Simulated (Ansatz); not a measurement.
A run on C₅H₈ with other settings.

```yaml
crystal:
  periodic: [false, false, false]
  atoms:
    - {symbol: C, position_ang: [0.090965, -0.206191, -0.160653]}
    - {symbol: C, position_ang: [-0.024465, 0.897176, 1.452095]}
    - {symbol: C, position_ang: [-0.213824, -0.638483, 1.204535]}
    - {symbol: C, position_ang: [0.549014, 0.147135, -1.265938]}
    - {symbol: C, position_ang: [-0.722205, -0.007713, -1.430091]}
    - {symbol: H, position_ang: [-0.743132, 1.353775, 1.610966]}
    - {symbol: H, position_ang: [0.972683, 1.374321, 1.538230]}
    - {symbol: H, position_ang: [-1.044613, -1.215597, 1.545755]}
    - {symbol: H, position_ang: [0.928405, -1.275708, 1.701898]}
    - {symbol: H, position_ang: [1.231853, -0.935555, -1.779361]}
    - {symbol: H, position_ang: [1.290215, 1.068290, -1.694828]}
    - {symbol: H, position_ang: [-1.012160, -0.981414, -1.542796]}
    - {symbol: H, position_ang: [-1.352810, 0.856624, -1.458749]}
basis:
  gaussian: {orbitals: cc-pVTZ}
magnetization: {spin_polarized: true, initial_magnetization: 0}
hamiltonian: {xc: {name: HF}}
correlation: {electrons: outside_noble_gas}
relax: {f_tol: 0.0001, max_steps: 3}
```

```sh
$ ansatz run in.yaml --threads 2 --pin off --events-out ev --progress --plain --max-ram 32768MiB --backend cuda --devices 0, --max-vram 18GiB
```

It prints (some lines left out):

```
Error: invalid value for `correlation`: name a method or an active space
```
